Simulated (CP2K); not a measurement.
# Sb (R-3m) in CP2K: reference runs, part 2 of 3

CP2K 2026.2.

## (7) Single point, PBEsol, 31.41 Å³/atom (volume scaled by 1.04)

Contents of sb_eos.inp:

```
&GLOBAL
  PROJECT sb_eos
  RUN_TYPE ENERGY_FORCE
  PRINT_LEVEL LOW
&END GLOBAL
&FORCE_EVAL
  METHOD QS
  STRESS_TENSOR ANALYTICAL
  &DFT
    BASIS_SET_FILE_NAME BASIS_MOLOPT_UZH
    POTENTIAL_FILE_NAME POTENTIAL_UZH
    WFN_RESTART_FILE_NAME previous-RESTART.kp
    &MGRID
      CUTOFF 450
      REL_CUTOFF 60
      NGRIDS 5
    &END MGRID
    &QS
      METHOD GPW
      EPS_DEFAULT 1.0E-10
    &END QS
    &KPOINTS
      SCHEME MONKHORST-PACK 8 8 8
      GAMMA_CENTERED T
      SYMMETRY T
      SYMMETRY_BACKEND SPGLIB
    &END KPOINTS
    &SCF
      SCF_GUESS RESTART
      EPS_SCF 1.0E-6
      MAX_SCF 100
      ADDED_MOS 10
      CHOLESKY OFF
      EPS_EIGVAL 1.0E-7
      &DIAGONALIZATION ON
        ALGORITHM STANDARD
      &END DIAGONALIZATION
      &MIXING ON
        METHOD BROYDEN_MIXING
        ALPHA 0.4
        BETA 1.5
        NBUFFER 8
      &END MIXING
      &SMEAR ON
        METHOD FERMI_DIRAC
        ELECTRONIC_TEMPERATURE [K] 580.226
      &END SMEAR
    &END SCF
    &XC
      &XC_FUNCTIONAL
        &GGA_X_PBE_SOL
        &END GGA_X_PBE_SOL
        &GGA_C_PBE_SOL
        &END GGA_C_PBE_SOL
      &END XC_FUNCTIONAL
    &END XC
    &PRINT
      &KPOINTS ON
      &END KPOINTS
      &MULLIKEN ON
      &END MULLIKEN
      &MO ON
        ENERGIES T
        OCCUPATION_NUMBERS T
        &EACH
          QS_SCF 0
        &END EACH
        ADD_LAST NUMERIC
      &END MO
    &END PRINT
  &END DFT
  &SUBSYS
    &CELL
      A 4.5659668133 0.0000000000 0.0000000000
      B 2.4794357834 3.8341167348 0.0000000000
      C 2.4794357834 1.3493119945 3.5888449782
      PERIODIC XYZ
    &END CELL
    &COORD
      SCALED
      Sb  0.7665100000 0.7665100000 0.7665100000
      Sb  0.2334900000 0.2334900000 0.2334900000
    &END COORD
    &KIND Sb
      BASIS_SET TZVP-MOLOPT-PBE-GTH-q5
      POTENTIAL GTH-PBE-q5
    &END KIND
    &PRINT
      &ATOMIC_COORDINATES ON
      &END ATOMIC_COORDINATES
      &CELL ON
      &END CELL
      &SYMMETRY ON
      &END SYMMETRY
    &END PRINT
  &END SUBSYS
  &PRINT
    &FORCES ON
    &END FORCES
    &STRESS_TENSOR ON
    &END STRESS_TENSOR
  &END PRINT
&END FORCE_EVAL
```

Started as:

```sh
> OMP_NUM_THREADS=1 cp2k.psmp -i sb_eos.inp -o sb_eos.out
```

It took 12 s on 1 thread of Arm Neoverse V2, shared host; peak memory 0.29 GiB.

Results (log left out):

```yaml
Free_energy: -300.4802 eV
Pressure: 0.2 GPa
Largest_force: 0.112 eV/Å
Band_gap_on_the_k_mesh: none (metal or under the smearing width)
```

Caveat: the potentials were made for another functional, which shifts forces and pressure; the basis of atomic orbitals isn't converged, which shifts pressures, moduli and gaps.

## (8) Single point, PBEsol, 28.39 Å³/atom (volume scaled by 0.94)

Edit sb_eos.inp of step 7 so:

```diff
@@ -73,5 +73,5 @@
     &CELL
-      A 4.5659668133 0.0000000000 0.0000000000
-      B 2.4794357834 3.8341167348 0.0000000000
-      C 2.4794357834 1.3493119945 3.5888449782
+      A 4.4146633257 0.0000000000 0.0000000000
+      B 2.3972741523 3.7070647308 0.0000000000
+      C 2.3972741523 1.3045995340 3.4699206006
       PERIODIC XYZ
```

Started as:

```sh
> OMP_NUM_THREADS=1 cp2k.psmp -i sb_eos.inp -o sb_eos.out
```

It took 13 s on 1 thread of Arm Neoverse V2, shared host; peak memory 0.29 GiB.

The run converged. Its results:

```yaml
Free_energy: -300.3546 eV
Pressure: 7.1 GPa
Largest_force: 0.684 eV/Å
Band_gap_on_the_k_mesh: none (metal or under the smearing width)
```

Caveat: the potentials were made for another functional, which shifts forces and pressure; the basis of atomic orbitals isn't converged, which shifts pressures, moduli and gaps.

## (9) Single point, PBEsol, 32.02 Å³/atom (volume scaled by 1.06)

Edit sb_eos.inp of step 8 so:

```diff
@@ -73,5 +73,5 @@
     &CELL
-      A 4.4146633257 0.0000000000 0.0000000000
-      B 2.3972741523 3.7070647308 0.0000000000
-      C 2.3972741523 1.3045995340 3.4699206006
+      A 4.5950501886 0.0000000000 0.0000000000
+      B 2.4952287938 3.8585385190 0.0000000000
+      C 2.4952287938 1.3579065701 3.6117044798
       PERIODIC XYZ
```

Potentials or basis: POTENTIAL_UZH Sb GTH-PBE-q5; TZVP-MOLOPT-PBE-GTH basis.

Started as:

```sh
> OMP_NUM_THREADS=1 cp2k.psmp -i sb_eos.inp -o sb_eos.out
```

sb_eos.out:

```text

 CP2K| version string:                                       CP2K version 2026.2
 CP2K| Input file name                                                sb_eos.inp

 GLOBAL| Force Environment number                                              1
 GLOBAL| Basis set file name                                    BASIS_MOLOPT_UZH
 GLOBAL| Potential file name                                       POTENTIAL_UZH
 GLOBAL| MM Potential file name                                     MM_POTENTIAL
 GLOBAL| Coordinate file name                                      __STD_INPUT__
 GLOBAL| Method name                                                        CP2K
 GLOBAL| Project name                                                     sb_eos
 GLOBAL| Run type                                                   ENERGY_FORCE
 GLOBAL| FFT library                                                       FFTW3
 GLOBAL| Diagonalization library                                       ScaLAPACK
 GLOBAL| Cholesky decomposition library                                ScaLAPACK
 GLOBAL| DGEMM library                                                      BLAS
 GLOBAL| Direct generalized diagonalization requested                          F
 GLOBAL| Matrix multiplication library                                 ScaLAPACK
 GLOBAL| Global print level                                                  LOW
 GLOBAL| Total number of message passing processes                             1
 GLOBAL| Number of threads for this process                                    1
 GLOBAL| CPU model name                                                  UNKNOWN

 CELL| Volume [angstrom^3]:                                            64.036164
 CELL| Vector a [angstrom]:       4.595     0.000     0.000   |a| =     4.595050
 CELL| Vector b [angstrom]:       2.495     3.859     0.000   |b| =     4.595050
 CELL| Vector c [angstrom]:       2.495     1.358     3.612   |c| =     4.595050
 CELL| Angle (b,c), alpha [degree]:                                    57.110173
 CELL| Angle (a,c), beta  [degree]:                                    57.110173
 CELL| Angle (a,b), gamma [degree]:                                    57.110173
 CELL| Numerically orthorhombic:                                              NO
 CELL| Periodicity                                                           XYZ

 CELL_REF| Volume [angstrom^3]:                                        64.036164
 CELL_REF| Vector a [angstrom     4.595     0.000     0.000   |a| =     4.595050
 CELL_REF| Vector b [angstrom     2.495     3.859     0.000   |b| =     4.595050
 CELL_REF| Vector c [angstrom     2.495     1.358     3.612   |c| =     4.595050
 CELL_REF| Angle (b,c), alpha [degree]:                                57.110173
 CELL_REF| Angle (a,c), beta  [degree]:                                57.110173
 CELL_REF| Angle (a,b), gamma [degree]:                                57.110173
 CELL_REF| Numerically orthorhombic:                                          NO
 CELL_REF| Periodicity                                                       XYZ

 GENERATE|  Preliminary Number of Bonds generated:                             0
 GENERATE|  Achieved consistency in connectivity generation.

 *******************************************************************************
 *******************************************************************************
 **            Copyright (C) by CP2K developers group (2000-2026)             **
 *******************************************************************************

 TOTAL NUMBERS AND MAXIMUM NUMBERS

  Total number of            - Atomic kinds:                                   1
                             - Atoms:                                          2
                             - Shell sets:                                     2
                             - Shells:                                        14
                             - Primitive Cartesian functions:                  8
[... 112 lines left out ...]
     1 NoMix/Diag. 0.40E+00    0.9     0.03498952       -11.0227789460 -1.10E+01
     2 Broy./Diag. 0.40E+00    0.8     0.00154627       -11.0629381942 -4.02E-02
     3 Broy./Diag. 0.40E+00    0.8     0.00365670       -11.0462586356  1.67E-02
     4 Broy./Diag. 0.40E+00    0.8     0.00133839       -11.0438582807  2.40E-03
     5 Broy./Diag. 0.40E+00    0.8     0.00012871       -11.0436771951  1.81E-04
     6 Broy./Diag. 0.40E+00    0.8     0.00010820       -11.0426037339  1.07E-03
     7 Broy./Diag. 0.40E+00    0.8     0.00001351       -11.0423972887  2.06E-04
     8 Broy./Diag. 0.40E+00    0.8     0.00001943       -11.0423840071  1.33E-05
     9 Broy./Diag. 0.40E+00    0.8     0.00000677       -11.0423664739  1.75E-05
    10 Broy./Diag. 0.40E+00    0.8     0.00000180       -11.0423591819  7.29E-06
    11 Broy./Diag. 0.40E+00    0.8     0.00000065       -11.0423541198  5.06E-06

  *** SCF run converged in    11 steps ***

  Electronic density on regular grids:         -9.9999999199        0.0000000801
  Core density on regular grids:                9.9999999966       -0.0000000034
  Total charge density on r-space grids:        0.0000000767
  Total charge density g-space grids:           0.0000000767

  Overlap energy of the core charge distribution:               0.00000000025058
  Self energy of the core charge distribution:                -23.90634660419109
  Core Hamiltonian energy:                                      4.82094265395323
  Hartree energy:                                              10.78744985560335
  Exchange-correlation energy:                                 -2.74430384685713
  Electronic entropic energy:                                  -0.00009617845917
  Fermi energy:                                                 0.17990827607965

  Total energy:                                               -11.04235411984467
  Total energy (extrapolated to T->0):                        -11.04230603061508

 MO| EIGENVALUES AND OCCUPATION NUMBERS FOR K POINT 1
 MO|
 MO|  Index      Eigenvalue [a.u.]        Eigenvalue [eV]             Occupation
 MO|      1              -0.233766              -6.361101               2.000000
 MO|      2              -0.121255              -3.299513               2.000000
 MO|      3               0.127979               3.482492               2.000000
 MO|      4               0.127979               3.482494               2.000000
 MO|      5               0.154139               4.194338               1.999998
 MO|      6               0.197082               5.362869               0.000175
 MO|      7               0.197082               5.362870               0.000175
 MO|      8               0.223020               6.068688               0.000000
 MO|      9               0.432475              11.768242               0.000000
 MO|     10               0.485940              13.223104               0.000000
 MO|     11               0.485941              13.223115               0.000000
 MO|     12               0.565768              15.395329               0.000000
 MO|     13               0.645146              17.555325               0.000000
[... 269 lines left out ...]
 MO|      4               0.046113               1.254797               2.000000
 MO|      5               0.156387               4.255507               1.999994
 MO|      6               0.198318               5.396498               0.000089
 MO|      7               0.311852               8.485922               0.000000
 MO|      8               0.359246               9.775568               0.000000
 MO|      9               0.416512              11.333857               0.000000
 MO|     10               0.437054              11.892853               0.000000
 MO|     11               0.556987              15.156387               0.000000
 MO|     12               0.598857              16.295741               0.000000
 MO|     13               0.650817              17.709640               0.000000
 MO|     14               0.674415              18.351772               0.000000
 MO|     15               0.718680              19.556271               0.000000
 MO| Sum:                                                              10.000084
 MO| E(Fermi):            0.179908 a.u.          4.895553 eV

 [... the levels of further k-points ...]

 !-----------------------------------------------------------------------------!
                     Mulliken Population Analysis

 #  Atom  Element  Kind  Atomic population                           Net charge
       1     Sb       1          5.000000                              0.000000
       2     Sb       1          5.000000                              0.000000
 # Total charge                             10.000000                  0.000000

 !-----------------------------------------------------------------------------!

 ENERGY| Total FORCE_EVAL ( QS ) energy [hartree]            -11.042352919217794

 FORCES| Atomic forces [hartree/bohr]
 FORCES|   Atom     x               y               z               |f|
 FORCES|      1 -3.07190604E-04 -1.67175329E-04 -1.15748791E-04   3.68390337E-04
 FORCES|      2  3.07190604E-04  1.67175329E-04  1.15748791E-04   3.68390337E-04
 FORCES| Sum     2.30648833E-14 -9.92816940E-14  2.72351586E-14
 FORCES| Total atomic force                                       1.05501647E-13

 STRESS| Analytical stress tensor [bar]
 STRESS|                        x                   y                   z
 STRESS|      x       -8.59367050263E+03  -4.59460676685E+02  -3.18122211628E+02
 STRESS|      y       -4.59460676685E+02  -7.99947399823E+03  -1.73106342280E+02
 STRESS|      z       -3.18122211628E+02  -1.73106342280E+02  -7.86931344882E+03
 STRESS| 1/3 Trace                                            -8.15415264989E+03
 STRESS| Determinant                                          -5.38297005997E+11

 STRESS| Eigenvectors and eigenvalues of the analytical stress tensor [bar]
 STRESS|                        1                   2                   3
 STRESS| Eigenvalues  -8.96358789291E+03  -7.74945793038E+03  -7.74941212639E+03
 STRESS|      x           0.833867233421      0.002352247202     -0.551960056489
 STRESS|      y           0.453805689866     -0.572167479213      0.683143302372
 STRESS|      z           0.314206672226      0.820133429793      0.478179176109
```

Wall time 11 s (1 thread of Arm Neoverse V2, shared host); peak memory 0.29 GiB.

What came out:

```yaml
Free_energy: -300.4777 eV
Pressure: -0.8 GPa
Largest_force: 0.019 eV/Å
Band_gap_on_the_k_mesh: none (metal or under the smearing width)
```

Caveat: the potentials were made for another functional, which shifts forces and pressure; the basis of atomic orbitals isn't converged, which shifts pressures, moduli and gaps.

## (10) Equation of state, PBEsol

No new run: the results of the series are fitted here.

Results:

```
Equilibrium volume                        : 31.52 Å³/atom
Bulk modulus at fixed shape and positions : 54 GPa
Pressure derivative of the bulk modulus   : 4.6
```

Energy against volume, from the lowest point:
```csv
volume (Å³/atom),energy (meV/atom)
28.393,62.79
28.998,39.28
29.602,21.84
30.206,9.84
30.810,2.73
31.414,0.00
32.018,1.22
```

Caveat: the cell was scaled at fixed shape and fractional positions, which overstates the stiffness of a crystal with free parameters, most of all of layers and chains; the potentials were made for another functional, which shifts forces and pressure; the basis of atomic orbitals isn't converged, which shifts pressures, moduli and gaps. The run has no spin-orbit coupling, so splittings on Sb are missing.

(Part 2 of 3 ends here.)
